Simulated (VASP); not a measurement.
Wanted: the native input for a VASP 6.6.1 run.

| Property | Result |
| --- | --- |
| Task | relaxation of cell and atoms |
| Functional | r2SCAN |
| Potentials or basis | VASP PAW PBE potentials, release 64 (Al, Co) |
| Cutoff | 600 eV |
| k mesh | 14 × 14 × 14 |
| Occupations | methfessel-paxton, width 0.1 eV |
| Spin | no spin polarisation |
| Further INCAR settings | ALGO = Normal; EDIFF = 1e-06; IBRION = 2; EDIFFG = -0.01; NSW = 90; ISIF = 3 |

The structure of AlCo lies in POSCAR:

```
AlCo
1.0
    2.8194032100      0.0000000000      0.0000000000
    0.0000000000      2.8194032100      0.0000000000
    0.0000000000      0.0000000000      2.8194032100
Al Co
1 1
Direct
    0.0000000000      0.0000000000      0.0000000000
    0.5000000000      0.5000000000      0.5000000000
```

The cell is a database's computed one.

These files were run (other wordings do the same):

INCAR

```
ALGO = Normal
EDIFF = 1E-6
EDIFFG = -0.01
ENCUT = 600
IBRION = 2
ISIF = 3
ISMEAR = 1
LASPH = T
LCHARG = F
LMIXTAU = T
LREAL = F
LWAVE = F
METAGGA = R2SCAN
NELM = 80
NSW = 90
PREC = Accurate
SIGMA = 0.1
```

KPOINTS

```
k-points
0
Gamma
  14 14 14
```

Potentials or basis: VASP PAW PBE potentials, release 64 (Al, Co).

Launch:

```bash
$ cat potpaw_PBE.64/Al/POTCAR potpaw_PBE.64/Co/POTCAR > POTCAR
$ mpirun -np 1 vasp_std > vasp.out
```

It gave:

```json
{
 "Relaxed volume": "11.24 Å³/atom",
 "Relaxed cell": "a = 2.822 Å, b = 2.822 Å, c = 2.822 Å, α = 90.00°, β = 90.00°, γ = 90.00°",
 "Space group after relaxing (to 0.05 Å)": "Pm-3m (No. 221)",
 "Energy gained by relaxing": "0.0 meV/atom",
 "Ionic steps": "2",
 "Pressure after relaxing": "0.0 GPa",
 "Band gap on the k mesh": "none (metal or under the smearing width)"
}
```

Caveat: the PAW data sets were made with another functional, which shifts forces and pressure a little.

Wall time 46 s on 1 thread of Intel(R) Xeon(R) 6975P-C (Granite Rapids) (shared host), peak memory 0.18 GiB.
